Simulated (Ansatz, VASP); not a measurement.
# ZnO: VASP beside Ansatz

```
Zn O
1.0
     3.35100    0.00000    0.00000
    -1.67550    2.90205    0.00000
     0.00000    0.00000    5.22600
Zn O
2 2
Direct
  0.33333 0.66667 0.00000
  0.66667 0.33333 0.50000
  0.33333 0.66667 0.37500
  0.66667 0.33333 0.87500
```

Alike in both runs: task single point; functional PBE; k mesh 8 × 8 × 5; occupations fermi-dirac, width 0.1 eV; no spin polarisation.

|  | VASP | Ansatz |
| --- | --- | --- |
| version | VASP 6.6.1 | Ansatz 0.2.0 |
| potentials or method | VASP PAW PBE potentials, release 64 (Zn, O) | PAW, plane waves, scalar-relativistic |
| plane-wave cutoff (eV) | 520 | 420 |
| valence electrons in the cell | 36 | 36 |

```csv
,VASP,Ansatz,Ansatz less VASP
pressure (GPa),-2.4,-3.2,-0.80
largest component of the traceless stress (GPa),5.61,5.35,-0.266
rms of the force components (eV/Å),0.237,0.220,-0.0170
```

Atom by atom the forces differ by 0.017 eV/Å (rms over components). The functional is the same, so the differences come from potentials, cutoffs and numerics.
